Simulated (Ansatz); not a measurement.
ZnO (wurtzite), relaxed with r2SCAN in Ansatz 0.2.0: it is hexagonal, P6_3mc (No. 186); conventional cell a = 3.235 Å, c = 5.211 Å, 11.81 Å³ an atom. Around Zn lie 4 O at 1.97–1.98 Å; around O lie 4 Zn at 1.97–1.98 Å. It was then strained (uniaxial along z, other directions held), atoms relaxed again within the symmetry left. Unstrained, HSE06 gives 2.532 eV (Γ, 6×6×4 mesh), and the band edges keep their places in every row. Stress is positive in compression. No spin polarisation and no zero-point or thermal motion.

Axes as in this cell:
```
Zn O
1.0
     3.23534    0.00000    0.00000
    -1.61767    2.80189    0.00000
     0.00000    0.00000    5.21095
Zn O
2 2
Cartesian
  0.0000 1.8679 -0.0122
  1.6177 0.9340 2.5932
  0.0000 1.8679 1.9663
  1.6177 0.9340 4.5718
```

```
strain (%)        ε  ΔE_g, HSE06 (eV)  Δσ_zz, r2SCAN (GPa)
     -3.48  -0.0348            +0.118                +7.60
     -1.31  -0.0131            +0.046                +2.89
      -1.0  -0.0100            +0.035                +2.24
      +1.0  +0.0100            -0.037                -2.17
      +2.0  +0.0200            -0.075                -4.40
      +3.0  +0.0300            -0.115                -6.59
```

Q: Fit ΔE_g = a x + b x² to these rows by least squares, with x = ε.

A: The normal equations take Σx² = 2.883e-03, Σx³ = -9.392e-06, Σx⁴ = 2.486e-06, ΣxΔE = -1.038e-02 and Σx²ΔE = 1.710e-05, and give a = -3.62 eV, b = -6.8 eV; the largest residual is 0.001 eV.

Q: Fit the change of σ_zz in the same way.

A: Δσ_zz = -219.3 x + (-18) x² GPa. The slope, 219 GPa, is C₃₃ in these axes.

Q: Predict the withheld row at -2.5 % (x = -0.0250).

A: ΔE_g ≈ -3.62 × (-0.0250) + (-6.8) × (-0.0250)² = +0.086 eV, and Δσ_zz ≈ +5.47 GPa. The runs give +0.086 eV and +5.49 GPa, off by 0.000 eV and +0.02 GPa.
